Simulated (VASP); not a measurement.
A run of VASP 6.6.1 is set up as follows.

Contents of INCAR:

```
PREC = Accurate ; ENCUT = 520
EDIFF = 1E-7 ; ISMEAR = -1
SIGMA = 0.05 ; LREAL = False
LASPH = True ; NELM = 100
ALGO = Normal ; ISIF = 2
LWAVE = False ; LCHARG = False
LMAXMIX = 4 ; GGA = 91
NBANDS = 14
```

The input KPOINTS:

```
Automatic mesh
0
Gamma
  10 10 10
```

POSCAR

```
HfC
1.0
    0.0000000000      2.3250000000      2.3250000000
    2.3250000000      0.0000000000      2.3250000000
    2.3250000000      2.3250000000      0.0000000000
Hf C
1 1
Direct
    0.5000000000      0.5000000000      0.5000000000
    0.0000000000      0.0000000000      0.0000000000
```

The input KPOINTS_OPT:

```
path GXWKGLUWLK,UX
15
line-mode
reciprocal
 0.0000000000  0.0000000000  0.0000000000  G
 0.5000000000  0.0000000000  0.5000000000  X

 0.5000000000  0.0000000000  0.5000000000  X
 0.5000000000  0.2500000000  0.7500000000  W

 0.5000000000  0.2500000000  0.7500000000  W
 0.3750000000  0.3750000000  0.7500000000  K

 0.3750000000  0.3750000000  0.7500000000  K
 0.0000000000  0.0000000000  0.0000000000  G

 0.0000000000  0.0000000000  0.0000000000  G
 0.5000000000  0.5000000000  0.5000000000  L

 0.5000000000  0.5000000000  0.5000000000  L
 0.6250000000  0.2500000000  0.6250000000  U

 0.6250000000  0.2500000000  0.6250000000  U
 0.5000000000  0.2500000000  0.7500000000  W

 0.5000000000  0.2500000000  0.7500000000  W
 0.5000000000  0.5000000000  0.5000000000  L

 0.5000000000  0.5000000000  0.5000000000  L
 0.3750000000  0.3750000000  0.7500000000  K

 0.6250000000  0.2500000000  0.6250000000  U
 0.5000000000  0.0000000000  0.5000000000  X
```

Potentials or basis: VASP PAW PBE potentials, release 64 (Hf_pv, C).

Launch:

```sh
$ cat potpaw_PBE.64/Hf_pv/POTCAR potpaw_PBE.64/C/POTCAR > POTCAR
$ mpirun -np 1 vasp_std > vasp.out
```

**Question.** Predict the band gap along the path.

**Answer.** None (metal or under the smearing width).

**Question.** What does it give for the pressure?

**Answer.** 0.3 GPa.

Levels at the corners of the path, in eV from the Fermi level:
| point | band 5 | band 6 | band 7 | band 8 | band 9 | band 10 |
| --- | --- | --- | --- | --- | --- | --- |
| Γ | 0.97 | 0.97 | 0.97 | 1.35 | 1.35 | 1.35 |
| X | -2.56 | -1.79 | -0.11 | -0.11 | 5.26 | 6.67 |
| X | -2.56 | -1.79 | -0.11 | -0.11 | 5.26 | 6.67 |
| W | -3.01 | -2.69 | -2.69 | 3.63 | 3.63 | 6.68 |
| W | -3.01 | -2.69 | -2.69 | 3.63 | 3.63 | 6.68 |
| K | -3.51 | -2.71 | -1.67 | 1.55 | 5.72 | 6.12 |
| K | -3.51 | -2.71 | -1.67 | 1.55 | 5.72 | 6.12 |
| Γ | 0.97 | 0.97 | 0.97 | 1.35 | 1.35 | 1.35 |
| Γ | 0.97 | 0.97 | 0.97 | 1.35 | 1.35 | 1.35 |
| L | -6.13 | -3.02 | -3.02 | 5.26 | 5.26 | 5.74 |
| L | -6.13 | -3.02 | -3.02 | 5.26 | 5.26 | 5.74 |
| U | -3.51 | -2.71 | -1.67 | 1.55 | 5.72 | 6.12 |
| U | -3.51 | -2.71 | -1.67 | 1.55 | 5.72 | 6.12 |
| W | -3.01 | -2.69 | -2.69 | 3.63 | 3.63 | 6.68 |
| W | -3.01 | -2.69 | -2.69 | 3.63 | 3.63 | 6.68 |
| L | -6.13 | -3.02 | -3.02 | 5.26 | 5.26 | 5.74 |
| L | -6.13 | -3.02 | -3.02 | 5.26 | 5.26 | 5.74 |
| K | -3.51 | -2.71 | -1.67 | 1.55 | 5.72 | 6.12 |
| U | -3.51 | -2.71 | -1.67 | 1.55 | 5.72 | 6.12 |
| X | -2.56 | -1.79 | -0.11 | -0.11 | 5.26 | 6.67 |

Caveat: the PAW data sets were made with another functional, which shifts forces and pressure a little; spin-orbit coupling is left out, which moves the levels of the heavy elements.
